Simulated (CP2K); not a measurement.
The system is LiF (Griceite).

```xyz
2
Lattice="2.8482 0.0000 0.0000 1.4241 2.4666 0.0000 1.4241 0.8222 2.3256" Properties=species:S:1:pos:R:3 pbc="T T T"
F     2.8482    1.6444    1.1628
Li    0.0000    0.0000    0.0000
```

Base run:

* Program: CP2K 2026.2
* Functional: PBEsol
* Potentials or basis: POTENTIAL_UZH F GTH-PBE-q7, Li GTH-PBE-q3; TZVP-MOLOPT-PBE-GTH basis
* Density cutoff: 10204 eV
* k mesh: 11 × 11 × 11
* Occupations: fermi-dirac, width 0.05 eV
* Spin: no spin polarisation

Its results: band gap on the k mesh 8.85 eV, direct; pressure -0.7 GPa.

The run is repeated on the same cell with these changes: functional from PBEsol to PBE. What comes out?

Band gap on the k mesh 9.06 eV, direct; pressure 2.3 GPa.

PBE binds less tightly than PBEsol, so the same cell stands under more pressure.

Caveats: the basis of atomic orbitals isn't converged, which shifts pressures, moduli and gaps; the potentials were made for another functional, which shifts forces and pressure (some runs).

Not every run made on this cell is shown here.
